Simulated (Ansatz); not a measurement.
Take a crystal in which Ba has been replaced by Mg on all its sites, with the cell rescaled by a rough guess (in some cases also distorted within its space group) and nothing relaxed:

```cif
data_structure
_symmetry_space_group_name_H-M 'P 1'
_symmetry_Int_Tables_number 1
_cell_length_a 3.0385
_cell_length_b 3.0385
_cell_length_c 3.0385
_cell_angle_alpha 90.000
_cell_angle_beta 90.000
_cell_angle_gamma 90.000
_cell_volume 28.05
loop_
_atom_site_label
_atom_site_type_symbol
_atom_site_fract_x
_atom_site_fract_y
_atom_site_fract_z
_atom_site_occupancy
Mg1 Mg 0.00000 0.00000 0.00000 1
```

These are results of DFT PBE, scalar-relativistic, plane waves, PAW in Ansatz 0.2.0, not measurements.

Plane waves to 420 eV, a k mesh through Γ of 14×14×14 on the computed 1-atom cell and Gaussian smearing (0.10 eV); no spin polarisation.

(1) What pressure does the cell carry?

(2) Is it a metal on this mesh?

Answers

(1) The pressure is -0.3 GPa (positive in compression), so the cell would contract.

(2) Yes, a band crosses the Fermi level.

This simple cubic form isn't the element's structure at ambient conditions.